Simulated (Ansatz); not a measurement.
SnO2 (fluorite): the band gap by level of theory

All numbers come from the plane-wave code Ansatz. All values are calculated for a non-magnetic cell, which may be hypothetical.

SnO2 (fluorite), relaxed with r2SCAN. It is cubic, Fm-3m (No. 225); conventional cell a = 5.067 Å, 10.84 Å³ an atom. Sn has 8 O at 2.19 Å; O has 4 Sn at 2.19 Å.

```
Sn O
1.0
     0.00000    2.53347    2.53347
     2.53347    0.00000    2.53347
     2.53347    2.53347    0.00000
Sn O
1 2
Direct
  0.00000 0.00000 0.00000
  0.25000 0.25000 0.25000
  0.75000 0.75000 0.75000
```

Gaps on the r2SCAN cell, each the least over its mesh and the special points:
```json
{"level": "LDA", "k mesh": "8×8×8", "gap (eV)": "0.17", "kind": "indirect", "edges": "W → Γ", "least direct gap (eV)": "1.60", "rough cost": "1.4 core-seconds"}
{"level": "PBE", "k mesh": "8×8×8", "gap (eV)": "0.29", "kind": "indirect", "edges": "W → Γ", "least direct gap (eV)": "1.68", "rough cost": "1.9 core-seconds"}
{"level": "PBE+SOC", "k mesh": "8×8×8", "gap (eV)": "0.29", "kind": "indirect", "edges": "W → Γ", "least direct gap (eV)": "1.65", "rough cost": "7 core-seconds"}
{"level": "r2SCAN", "k mesh": "8×8×8", "gap (eV)": "0.84", "kind": "indirect", "edges": "W → Γ", "least direct gap (eV)": "2.27", "rough cost": "4 core-seconds"}
{"level": "HSE06", "k mesh": "6×6×6", "gap (eV)": "1.68", "kind": "indirect", "edges": "W → Γ", "least direct gap (eV)": "3.17", "rough cost": "80 core-seconds"}
{"level": "HSE06+SOC", "k mesh": "6×6×6", "gap (eV)": "1.69", "kind": "indirect", "edges": "W → Γ", "least direct gap (eV)": "3.13", "rough cost": "7 core-minutes"}
{"level": "DDH-PBE0", "k mesh": "6×6×6", "gap (eV)": "1.74", "kind": "indirect", "edges": "W → Γ", "least direct gap (eV)": "3.19", "rough cost": "110 core-seconds"}
{"level": "PBE0", "k mesh": "6×6×6", "gap (eV)": "2.37", "kind": "indirect", "edges": "W → Γ", "least direct gap (eV)": "3.84", "rough cost": "80 core-seconds"}
{"level": "r2SCAN0", "k mesh": "6×6×6", "gap (eV)": "2.79", "kind": "indirect", "edges": "W → Γ", "least direct gap (eV)": "4.28", "rough cost": "2 core-minutes"}
{"level": "G0W0@PBE (97 empty bands, 120 eV, 6×6×6)", "k mesh": "6×6×6", "gap (eV)": "1.13", "kind": "–", "edges": "W–X (0.33) → Γ (mesh)", "least direct gap (eV)": "–", "rough cost": "70 core-seconds"}
{"level": "G0W0@PBE (240 empty bands, 220 eV, 6×6×6)", "k mesh": "6×6×6", "gap (eV)": "1.17", "kind": "–", "edges": "W–X (0.33) → Γ (mesh)", "least direct gap (eV)": "–", "rough cost": "7 core-minutes"}
```
PBE, PBE+SOC: smearing of 0.02 eV; the others have fixed occupations.
Wave cutoffs: 420 eV, 500 eV (r2SCAN, r2SCAN0). Set aside, since their points miss a band edge that the other levels read or their mesh is too coarse: LC-ωPBE.
The G0W0 gap is PBE's gap over the path plus the quasiparticle shift read on the mesh. G0W0 values are finite-basis, finite-mesh values.
Costs come from shared machines and give only the order; PBE's includes the band path. The runs had 2 threads of Arm Neoverse V1 (shared host).

The HSE06 gap is indirect, 1.68 eV (W to Γ), below the direct gap of 3.17 eV at Γ. Spin-orbit coupling changes the PBE gap by +0.01 eV, to 0.29 eV; at Γ the threefold valence level splits into a fourfold and a twofold level 0.14 eV apart, the fourfold one on top. Spin-orbit coupling changes the HSE06 gap by 0.00 eV, to 1.69 eV; at Γ the threefold valence level splits into a fourfold and a twofold level 0.16 eV apart, the fourfold one on top.

Set against the finite-basis gap of 1.17 eV from G0W0@PBE (240 empty bands, 220 eV, 6×6×6), the closest functional is r2SCAN, which differs by -0.33 eV; G0W0 itself took about 120 times r2SCAN's cost. The others: HSE06 +0.51, DDH-PBE0 +0.57, PBE -0.88, LDA -1.00, PBE0 +1.20, r2SCAN0 +1.62 eV. The yardstick's own error is a tenth of an eV or more. r2SCAN covers 39 % of the step from PBE to HSE06, while HSE06 needs about 22 times r2SCAN's cost (on a coarser mesh). For gaps to 0.1 eV, spin-orbit coupling (up to 0.04 eV here) can be left out. Among these functionals the gap stays indirect.

Only the levels marked +SOC include spin-orbit coupling.

The meshes of the hybrids are coarse, so their gaps aren't converged to the digits shown.
